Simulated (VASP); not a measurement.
## Te2Mo: band structure with LDA

**The experiment to reproduce.**

From “Broadband infrared study of pressure-tunable Fano resonance and metallization transition in 2H-MoTe2”, 2022, pmc:9569381, for a bulk crystal of Te2Mo at 300 K: band gap 0.88 ± 0.05 eV (indirect).

Crystal: Te2Mo.

```
Te Mo
1.0
     3.49568    0.00000    0.00000
    -1.74784    3.02735    0.00000
     0.00000    0.00000   13.69484
Te Mo
4 2
Direct
  0.33333 0.66667 0.61724
  0.66667 0.33333 0.11724
  0.33333 0.66667 0.88276
  0.66667 0.33333 0.38276
  0.33333 0.66667 0.25000
  0.66667 0.33333 0.75000
```

| Item | Value |
| --- | --- |
| Program | VASP 6.6.1 |
| Task | band structure |
| Functional | LDA |
| Potentials or basis | VASP PAW LDA potentials, release 64 (Te, Mo_sv) |
| Cutoff | 520 eV |
| k mesh | 9 × 9 × 2 |
| Occupations | gaussian, width 0.03 eV |
| Spin | no spin polarisation |
| Further INCAR settings | ALGO = Normal; EDIFF = 1e-06 |

The pressure is -2.3 GPa, the largest force is 0.394 eV/Å and the band gap on the k mesh is 0.64 eV, indirect (least direct gap 1.03 eV). The band gap along the path is 0.56 eV, indirect (least direct gap 1.03 eV).

Forces in eV/Å, atoms in the order of the input:
```
Te   0.000  0.000  0.394
Te   0.000  0.000  0.394
Te   0.000  0.000 -0.394
Te   0.000  0.000 -0.394
Mo   0.000  0.000  0.000
Mo   0.000  0.000  0.000
```

Stress tensor (GPa, compression positive):
```
-2.05  0.00  0.00
 0.00 -2.05  0.00
 0.00  0.00 -2.72
```

Levels at the corners of the path, in eV from the valence-band top:
```
point  band 23  band 24  band 25  band 26  band 27  band 28  band 29  band 30
    Γ    -1.02    -1.02    -0.17    -0.01     2.85     2.85     3.03     3.04
    M    -1.10    -1.04    -0.67    -0.26     1.24     1.32     1.38     1.79
    M    -1.10    -1.04    -0.67    -0.26     1.24     1.32     1.38     1.79
    K    -1.86    -1.86    -0.42    -0.11     0.92     0.96     0.96     2.13
    K    -1.86    -1.86    -0.42    -0.11     0.92     0.96     0.96     2.13
    Γ    -1.02    -1.02    -0.17    -0.01     2.85     2.85     3.03     3.03
    Γ    -1.02    -1.02    -0.17    -0.01     2.85     2.85     3.03     3.03
    A    -1.05    -1.05    -0.05    -0.05     2.89     2.89     2.89     2.89
    A    -1.05    -1.05    -0.05    -0.05     2.89     2.89     2.89     2.89
    L    -1.04    -1.04    -0.47    -0.47     1.27     1.27     1.61     1.61
    L    -1.04    -1.04    -0.47    -0.47     1.27     1.27     1.61     1.61
    H    -2.10    -2.10    -0.30    -0.30     0.97     0.97     1.48     1.48
    H    -2.10    -2.10    -0.30    -0.30     0.97     0.97     1.48     1.48
    A    -1.05    -1.05    -0.05    -0.05     2.89     2.89     2.89     2.90
    L    -1.04    -1.04    -0.47    -0.47     1.27     1.27     1.61     1.61
    M    -1.10    -1.04    -0.67    -0.26     1.24     1.32     1.38     1.79
    K    -1.86    -1.86    -0.42    -0.11     0.92     0.96     0.96     2.13
    H    -2.10    -2.10    -0.30    -0.30     0.97     0.97     1.48     1.48
```

Wall time 13 min on 2 MPI ranks on Intel(R) Xeon(R) Platinum 8175M CPU @ 2.50GHz (Skylake/Cascade Lake), on a shared host, peak memory 0.31 GiB a rank.

Against the measured gap of Te2Mo, 0.88 eV (indirect; 300 K; quoted in “Broadband infrared study of pressure-tunable Fano resonance and metallization transition in 2H-MoTe2”, 2022, pmc:9569381), the calculated 0.56 eV is off by -0.32 eV. Spin-orbit coupling on Mo, Te is left out. The value is that of LDA, without temperature or zero-point motion. Semilocal functionals fall short of measured gaps as a rule.

Caveat: spin-orbit coupling is left out, which moves the levels of the heavy elements; the mesh misses the band edges, which the band path finds closer together.
